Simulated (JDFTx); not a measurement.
## Au: energy against volume and a worked fit

```xyz
1
Lattice="0.0000 2.0350 2.0350 2.0350 0.0000 2.0350 2.0350 2.0350 0.0000" Properties=species:S:1:pos:R:3 pbc="T T T"
Au    0.0000    0.0000    0.0000
```

The cell was scaled at fixed shape and fractions and run with JDFTx, SG15-PBE-1.2 with smoothed tails, cutoff 1088 eV; r2SCAN, k mesh 11 × 11 × 11 on the cell of 1 atom, fermi-dirac occupations of 0.05 eV, no spin polarisation, no spin-orbit coupling. The potentials were made for PBE. Energies are those that the program minimises, any entropy of the smearing included. For a metal such a mesh isn't converged to the digits shown.

```csv
V (Å³/atom),energy over the lowest row (meV/atom)
15.8435,93.85
16.1806,?
16.5177,29.29
16.8548,11.67
17.1919,2.24
17.5290,0.00
17.8661,4.06
```

Task: Fit the third-order Birch-Murnaghan form, give V0, B0 and B′, and predict the energy left open.

Result: With y = (V0/V)^(2/3), E = E0 + (9 V0 B0/16) [(y - 1)³ B′ + (y - 1)² (6 - 4y)]. Least squares through the rows shown give V0 = 17.4735 Å³/atom, E0 = -0.09 meV, B0 = 158.4 GPa (1 eV/Å³ = 160.218 GPa) and B′ = 5.84, with a largest miss of 0.00 meV. At V = 16.1806 the form with these constants gives 56.25 meV; the run gave 56.26 meV an atom. Measured volume: 16.96 Å³/atom at 298.15 K (a printed reference work), so the fit lies +3.0 % from it. The runs are for a static lattice.
